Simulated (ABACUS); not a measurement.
**Ge: equation of state with SCAN**

Ge:

```
CELL_PARAMETERS angstrom
-2.57449 2.57449 1.39741
2.57449 -2.57449 1.39741
2.57449 2.57449 -1.39741
ATOMIC_POSITIONS crystal
Ge 0.50000 0.50000 0.00000
Ge 0.25000 0.75000 0.50000
```

This isn't the form of Ge at room conditions, which is diamond.

```yaml
Program: ABACUS 3.10.1
Task: equation of state
Functional: SCAN
Potentials_or_basis: SG15 ONCV 1.2 PBE
Cutoff: 1361 eV
Density_cutoff: 5442 eV
Basis: DZP LCAO (the cutoffs set its grid)
k_mesh: 8 × 8 × 8
Occupations: fermi-dirac, width 0.05 eV
Spin: no spin polarisation
```

```json
{"Equilibrium volume": "18.31 Å³/atom", "Bulk modulus at fixed shape and positions": "103 GPa", "Pressure derivative of the bulk modulus": "5.4 (rough: it moves with the points fitted)"}
```

Energy against volume, from the lowest point:
| volume (Å³/atom) | energy (meV/atom) |
| --- | --- |
| 17.413 | 15.39 |
| 18.154 | 0.00 |
| 18.895 | 5.06 |
| 19.636 | 25.92 |

All runs of the series together: 55 s on 4 threads of Intel(R) Xeon(R) Platinum 8488C (Sapphire Rapids) (shared host).

Caveat: the atomic orbitals were generated for these runs and aren't a published set; the cell was scaled at fixed shape and fractional positions, which overstates the stiffness of a crystal with free parameters, most of all of layers and chains; the potentials were made for another functional, which shifts forces and pressure; the basis of atomic orbitals isn't converged, which shifts pressures, moduli and gaps.
